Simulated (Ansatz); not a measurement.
# TiSi2 (Fddd) in Ansatz: notebook, part 2 of 2

Ansatz 0.2.0. Earlier steps stand in the parts before.

## Step 3: Relaxation of cell and atoms, PBEsol

File input.yaml:

```yaml
crystal:
  lattice:
    - [0.0, 4.1175163063, 4.2628978354]
    - [2.3895119538, 0.0, 4.2628978354]
    - [2.3895119538, 4.1175163063, 0.0]
  atoms:
    - { symbol: Ti, position: [0.75, 0.75, 0.75] }
    - { symbol: Ti, position: [0.5, 0.5, 0.5] }
    - { symbol: Si, position: [0.41256561, 0.08743439, 0.41256561] }
    - { symbol: Si, position: [0.08743439, 0.41256561, 0.08743439] }
    - { symbol: Si, position: [0.16256561, 0.83743439, 0.16256561] }
    - { symbol: Si, position: [0.83743439, 0.16256561, 0.83743439] }
hamiltonian:
  xc: pbesol
  pseudopotentials: { kind: paw }
kpoints:
  mp_grid: { grid: [7, 7, 7] }
scf:
  occupations: { method: fermi_dirac, width: 0.05 }
output:
  forces: true
  stress: true
  eigenvalues: true
  write_density: true
  write_potential: true
  elf: true
  volumetric_format: npy
relax:
  f_tol: 0.01
  max_steps: 40
  cell: { stress_tol: 0.05 }
```

Potentials or basis: Ansatz PAW.

Command:

```sh
$ ansatz run input.yaml --threads 2 --pin off --max-ram 5632MiB --backend cpu --events-out ev --progress --plain --runs-dir out
```

The program printed:

```text
Warning: RAYON_NUM_THREADS=2 ignored (pool sized by the plan → 2); use --threads N
Engine: ansatz 0.2.0, x86_64-unknown-linux-gnu
Pseudopotentials: kind: paw
Pseudopotential: Ti, paw, valence charge 12, recommended cutoff 420 eV (normal), Ti.paw.azcp
Pseudopotential: Si, paw, valence charge 4, recommended cutoff 420 eV (normal), Si.paw.azcp
Functional definition: PBEsol
  exchange = pbesol_x
  correlation = pbesol_c
Crystal: 6 atoms, lattice volume = 83.884 Å³
Basis set: ecut = 420 eV, 1617 PW (Γ), exchange–correlation on 80×72×64 points (8 copies of the dense FFT grid, shifted against one another)
Bands: 26, of which v1, the nominal top of the filled ones, is band 20 counted from 1 (19 counted from 0)
Symmetry: 8 space group operations
Space group: Fddd (ITA 70), of the structure as read, at distance tolerance 4.4e-5 Å
k-points: 64 of 343
Non-local potential: Ti, projectors of the file, l = 0: 3, l = 1: 2, l = 2: 3, l = 3: 1
Non-local potential: Si, projectors of the file, l = 0: 2, l = 1: 2, l = 2: 2
PAW form: soft (Blöchl's): semilocal exchange-correlation on the pseudo side does not see the compensation charge
PAW frozen core: Ti, regenerated for the run's functional, and the local potential with it (the file was generated under x = pbe(κ = 0.804, μ = 0.2195149727645171), c = pbe(β = 0.06672455060314922))
PAW frozen core: Si, regenerated for the run's functional, and the local potential with it (the file was generated under x = pbe(κ = 0.804, μ = 0.2195149727645171), c = pbe(β = 0.06672455060314922))
PAW one-centre angular grid: Ti, 590 points (default); XC on 64 Gauss nodes
PAW one-centre angular grid: Si, 110 points (default); XC on 64 Gauss nodes
Initial density: superposition of atomic densities (neutral atoms: chi_scale 0, normalization atom), corrected by the library's trained network
Initial wavefunctions: pseudopotential atomic-orbital guess
Functional: x = pbesol(κ = 0.804, μ = 0.12345679012345678), c = pbesol(β = 0.046)
SCF iter   1: F=—  HF=-7437.783480 eV  |F-HF|=—  |Δ(HF+E_count)|=         —  Δρ=4.13e-3  dr2=2.12e-2  ethr=1.77e-3  ⟨swp⟩=6.3  Hψ=8390  notcnv=0  defer=1
preconditioner: auto → Kerker (q_TF=auto, 2.412 Å⁻¹)  [metal: Δε(μ)=0.006 eV  Ē_g=6.376 eV  σ=0.050 eV  W_gap=0.03  n_scr=16 (ndim 8)  ℏωp=19.9 eV  f_vac=0.000  D(μ)=2.39/eV (n_scr^D=16)]
SCF iter   2: F=—  HF=-7437.779934 eV  |F-HF|=—  |Δ(HF+E_count)|=   3.55e-3  Δρ=2.42e-3  dr2=6.90e-3  ethr=5.31e-5  ⟨swp⟩=1.1  Hψ=2191  notcnv=0  defer=8
SCF iter   3: F=—  HF=-7437.778324 eV  |F-HF|=—  |Δ(HF+E_count)|=   1.61e-3  Δρ=2.60e-4  dr2=7.79e-5  ethr=1.72e-5  ⟨swp⟩=2.2  Hψ=2548  notcnv=0  defer=8
SCF iter   4: F=—  HF=-7437.778307 eV  |F-HF|=—  |Δ(HF+E_count)|=   1.71e-5  Δρ=9.47e-5  dr2=7.92e-6  ethr=1.95e-7  ⟨swp⟩=2.1  Hψ=2455  notcnv=0  defer=9
SCF iter   5: F=—  HF=-7437.778306 eV  |F-HF|=—  |Δ(HF+E_count)|=   1.39e-6  Δρ=2.26e-5  dr2=2.90e-7  ethr=1.98e-8  ⟨swp⟩=2.7  Hψ=2730  notcnv=0  defer=9
SCF iter   6: F=-7437.778306 eV  HF=-7437.778306 eV  |F-HF|=9.29e-9  |Δ(HF+E_count)|=   2.08e-8  Δρ=3.40e-6  dr2=1.28e-8  ethr=2.50e-10  ⟨swp⟩=9.7  Hψ=10123  notcnv=0
SCF 1 converged in 6 iterations: F = -7437.778306 eV  dr2 = 1.28e-8
relax step   1: F+E_penalty+E_count = -7437.77830584 eV  Δ(F+E_penalty+E_count) = +0.000e0 eV  max|allowed force component| = 4.776e-2 eV/Å  Δτ_max = 0.0000 Å  P = -1.959 GPa  Ω = 83.884 Å³  (6 SCF iters, dr2 threshold 1.00e-7 eV, accepted)
[... 59 lines left out ...]
SCF iter   3: F=-7437.788738 eV  HF=-7437.788738 eV  |F-HF|=1.82e-12  |Δ(HF+E_count)|=   6.96e-9  Δρ=2.04e-7  dr2=1.33e-11  ethr=6.83e-12  ⟨swp⟩=2.0  Hψ=2548  notcnv=0
iter 4 did not close the SCF: its close was put off for the readings that it lacked (scf_convergence_deferred on its scf_iter line)
SCF iter   4: F=-7437.788738 eV  HF=-7437.788738 eV  |F-HF|=3.64e-12  |Δ(HF+E_count)|=  8.19e-12  Δρ=5.24e-8  dr2=1.91e-12  ethr=1.00e-12  ⟨swp⟩=1.0  Hψ=1664  notcnv=0
iter 5 did not close the SCF: its close was put off for the readings that it lacked (scf_convergence_deferred on its scf_iter line)
SCF iter   5: F=-7437.788738 eV  HF=-7437.788738 eV  |F-HF|=9.09e-13  |Δ(HF+E_count)|=  9.09e-13  Δρ=1.10e-8  dr2=6.30e-14  ethr=1.00e-12  ⟨swp⟩=1.0  Hψ=1664  notcnv=0
iter 6 did not close the SCF: its close was put off for the readings that it lacked (scf_convergence_deferred on its scf_iter line)
SCF iter   6: F=-7437.788738 eV  HF=-7437.788738 eV  |F-HF|=1.82e-12  |Δ(HF+E_count)|=  9.09e-13  Δρ=2.86e-9  dr2=7.96e-15  ethr=1.00e-12  ⟨swp⟩=1.0  Hψ=1664  notcnv=0
SCF iter   7: F=-7437.788738 eV  HF=-7437.788738 eV  |F-HF|=0.00e0  |Δ(HF+E_count)|=    0.00e0  Δρ=4.07e-10  dr2=9.43e-17  ethr=1.00e-12  ⟨swp⟩=2.0  Hψ=4381  notcnv=0
SCF 6 converged in 7 iterations: F = -7437.788738 eV  dr2 = 9.43e-17
relax step   6: F+E_penalty+E_count = -7437.78873850 eV  Δ(F+E_penalty+E_count) = +2.122e-4 eV  max|allowed force component| = 2.396e-3 eV/Å  Δτ_max = 0.0000 Å  P = +0.013 GPa  Ω = 82.674 Å³  stress off target by 2.22e-2 GPa  SCF on the basis re-selected at this cell (its energy is not comparable with the rows above)  (7 SCF iters)
basis re-selected at this cell: Δ(F+E_penalty+E_count) = +2.122e-4 eV, ΔP = -0.005 GPa vs the last step (what re-selecting the basis moved, of the pressure what is left beyond the Pulay correction that the steps carried, after the strain that the cell walked since its last selection, with what the two solves' SCF thresholds leave and, on support functions, any second-order correction that the steps lacked; it is no measure of the basis error at this ecutwfc). This SCF's stress stands 2.22e-2 GPa from its target on what of the cell is left free (relax.cell.stress_tol is 5.00e-2 GPa) and its largest allowed force component is 2.40e-3 eV/Å (relax.f_tol is 1.00e-2 eV/Å): within both
SCF converged after 7 iterations
Free energy (F): -7437.788738 eV
Harris-Foulkes:  -7437.788738 eV  (|F-HF|=0.00e0)
Internal energy: -7437.769187 eV  (E = F + TS)
E sigma→0 (E₀):  -7437.778963 eV
Entropy (-TS):   -0.019552 eV (-3.259 meV/atom)
Fermi energy:    12.759168 eV
--- Per-component energies (eV) ---
  E_band       = -205.608361
  E_kinetic    = 721.616371
  E_local      = -2011.397746  (includes V_loc(G=0)·N_el)
  E_nonlocal   = 120.085723
  E_hartree    = 879.072941
  E_xc         = -421.427155
  E_vxc        = -442.592718  (∫ρ·V_xc dr)
  E_paw        = -4040.796371  (= ΣΔE_a)
  E_vpaw       = -351.466085  (= ΣTr[D̂ρ^β])
  E_aug_tail   = 0.000211  (compensation charges beyond the density's cutoff)
  E_ewald      = -2685.328172
  E_core_change = 0.405011  (= ΣΔE_core)
  E_smearing   = -0.019552  (= −TS)
  E_closure    = 0.000000  (closes the sum)
  Σ components = -7437.788738   (vs F -7437.788738, Δ=0.00e0)
--- Forces (eV/Å), atoms counted from 1 ---
  atom   1  Ti     0.00000000     0.00000000     0.00000000
  atom   2  Ti     0.00000000    -0.00000000     0.00000000
  atom   3  Si     0.00000000     0.00239596     0.00000000
  atom   4  Si     0.00000000    -0.00239596     0.00000000
  atom   5  Si     0.00000000     0.00239596     0.00000000
  atom   6  Si     0.00000000    -0.00239596     0.00000000
  max |Σ_I F_I| component: 1.39e-17 eV/Å
--- Stress (GPa, compression-positive) ---
       -0.005098       0.000000      -0.000000
        0.000000       0.020844       0.000000
       -0.000000       0.000000       0.022177
  P = ⅓ Tr σ = 0.0126 GPa (0.126 kbar)
--- Band table (eV; the first three rows and the last of 64) ---
  k-point 0: bands = ["-43.1748", "-43.1433", "-19.6840", "-19.6680", "-19.5833", "-19.5672", "-19.5470", "-19.5460", "0.0889", "5.9872", "7.1123", "7.3021", "7.6922", "8.9342", "9.0465", "10.1942", "10.4471", "10.7465", "10.9989", "11.4051", "11.8246", "14.8549", "15.9508", "16.1945", "16.2236", "16.3268"]
  k-point 1: bands = ["-43.1735", "-43.1444", "-19.6834", "-19.6670", "-19.5893", "-19.5673", "-19.5472", "-19.5448", "0.3066", "5.7232", "6.2026", "7.2059", "8.0603", "8.9334", "9.4391", "9.9929", "10.5781", "10.7318", "11.4743", "11.5739", "11.8145", "14.6414", "15.7898", "15.8520", "16.0413", "16.1963"]
  k-point 2: bands = ["-43.1704", "-43.1474", "-19.6853", "-19.6604", "-19.6054", "-19.5656", "-19.5486", "-19.5412", "0.9314", "4.8308", "5.3288", "7.0805", "7.8666", "8.6408", "9.6891", "10.1918", "11.0082", "11.4286", "11.6794", "12.0003", "12.6117", "14.1106", "15.3364", "15.4302", "15.6512", "15.6915"]
  k-point 63: bands = ["-43.1596", "-43.1581", "-19.6548", "-19.6441", "-19.6193", "-19.6062", "-19.5441", "-19.5405", "2.1535", "2.1868", "6.1987", "7.2311", "8.1340", "9.5036", "9.6930", "10.1756", "11.0744", "11.3128", "11.7172", "11.7429", "13.6547", "13.7255", "14.9151", "15.4568", "15.8637", "16.0214"]
--- Relaxed structure (5 steps of the walk, 5 accepted, 1 SCFs on fresh bases) ---
  F+E_penalty+E_count = -7437.78873850 eV   max|allowed force component| = 2.396e-3 eV/Å   (the final SCF, on the basis selected at the relaxed cell)
  cell:  # Å, volume = 82.6737 Å³
    - [1.2671262142881804e-18, 4.079926614436007, 4.256870449039308]
    - [2.380095419780942, 7.985401581178159e-34, 4.256870449039308]
    - [2.380095419780942, 4.079926614436007, 7.102711237579429e-19]
  atoms:
    - { symbol: Ti, position: [0.7499999999999998, 0.75, 0.7500000000000001] }
    - { symbol: Ti, position: [0.5, 0.5, 0.5] }
    - { symbol: Si, position: [0.4134546940906429, 0.0865453059093571, 0.41345469409064295] }
    - { symbol: Si, position: [0.08654530590935688, 0.4134546940906431, 0.086545305909357] }
    - { symbol: Si, position: [0.16345469409064306, 0.8365453059093569, 0.16345469409064306] }
    - { symbol: Si, position: [0.8365453059093569, 0.16345469409064306, 0.836545305909357] }
```

Wall time 30 s (2 threads of Intel Xeon at 2.70GHz, shared host); peak memory 0.49 GiB.

Results:

| Quantity | Value |
| --- | --- |
| Free energy | -7437.7887 eV |
| Relaxed volume | 13.78 Å³/atom |
| Relaxed cell | a = 5.896 Å, b = 4.877 Å, c = 4.723 Å, α = 75.76°, β = 53.30°, γ = 50.94° |
| Space group after relaxing (to 0.05 Å) | Fddd (No. 70) |
| Energy gained by relaxing | 1.7 meV/atom |
| Ionic steps | 6 |
| Pressure after relaxing | 0.0 GPa |
| Band gap on the k mesh | none (metal or under the smearing width) |

Forces on the atoms (eV/Å):
```
Ti   0.000  0.000  0.000
Ti   0.000  0.000  0.000
Si   0.000  0.002  0.000
Si   0.000 -0.002  0.000
Si   0.000  0.002  0.000
Si   0.000 -0.002  0.000
```

The path:
```tsv
step	energy change (eV)	largest force (eV/Å)	volume (Å³)
1	0.0000	0.0478	83.88
2	-0.0089	0.0099	82.43
3	-0.0106	0.0136	82.70
4	-0.0106	0.0103	82.69
5	-0.0106	0.0024	82.67
6	-0.0104	0.0024	82.67
```

Final structure:
```
Ti Si
1.0
     0.00000    4.07993    4.25687
     2.38010    0.00000    4.25687
     2.38010    4.07993    0.00000
Ti Si
2 4
Direct
  0.75000 0.75000 0.75000
  0.50000 0.50000 0.50000
  0.41345 0.08655 0.41345
  0.08655 0.41345 0.08655
  0.16345 0.83655 0.16345
  0.83655 0.16345 0.83655
```

Caveat: the plane-wave basis is chosen anew once the cell has moved, so the energies of steps on either side of that aren't comparable; the PAW data sets come from PBE, with cores solved anew for the run's functional, which leaves a small shift of forces and pressure.

## Step 4: Single point, PBE

Edit input.yaml of step 3 so:

```diff
@@ -13,3 +13,3 @@
 hamiltonian:
-  xc: pbesol
+  xc: pbe
   pseudopotentials: { kind: paw }
@@ -18,3 +18,3 @@
 scf:
-  occupations: { method: fermi_dirac, width: 0.05 }
+  occupations: { method: gaussian, width: 0.012 }
 output:
@@ -27,5 +27 @@
   volumetric_format: npy
-relax:
-  f_tol: 0.01
-  max_steps: 40
-  cell: { stress_tol: 0.05 }
```

Command:

```sh
$ ansatz run input.yaml --threads 2 --pin off --max-ram 5632MiB --backend cpu --events-out ev --progress --plain --runs-dir out
```

Wall time 5.5 s (2 threads of Intel Xeon at 2.70GHz, shared host); peak memory 0.46 GiB.

It converged, with:

```
Free energy            : -7545.9032 eV
Pressure               : 2.1 GPa
Largest force          : 0.012 eV/Å
Band gap on the k mesh : none (metal or under the smearing width)
```

Forces in eV/Å, atoms in the order of the input:
```
Ti   0.000  0.000  0.000
Ti   0.000  0.000  0.000
Si   0.000  0.012  0.000
Si   0.000 -0.012  0.000
Si   0.000  0.012  0.000
Si   0.000 -0.012  0.000
```

Stress tensor (GPa, compression positive):
```
2.41 0.00 0.00
0.00 0.80 0.00
0.00 0.00 2.95
```

Levels at points of the mesh, in eV from the Fermi level:
```csv
k point,band 18,band 19,band 20,band 21,band 22,band 23
"(0.00, 0.00, 0.00)",-2.07,-1.78,-1.35,-0.93,2.08,3.14
```

## Step 5: The runs side by side

```tsv
task	level	cell	smearing	gap on the mesh (eV)	pressure (GPa)	relaxed volume (Å³/atom)
relaxation of cell and atoms	LDA	relaxed	fermi-dirac 0.05 eV	none	0.0	13.49
relaxation of cell and atoms	PBEsol	relaxed	fermi-dirac 0.05 eV	none	0.0	13.78
single point	PBE	as given	gaussian 0.012 eV	none	2.1	-
```

Alike in all rows: potentials or basis Ansatz PAW; no spin polarisation; k mesh 7 × 7 × 7; cutoff (eV) 420.

Caveats: the plane-wave basis is chosen anew once the cell has moved, so the energies of steps on either side of that aren't comparable (some runs); the PAW data sets come from PBE, with cores solved anew for the run's functional, which leaves a small shift of forces and pressure (some runs).

Absolute energies hang on the potentials; compare differences alone.
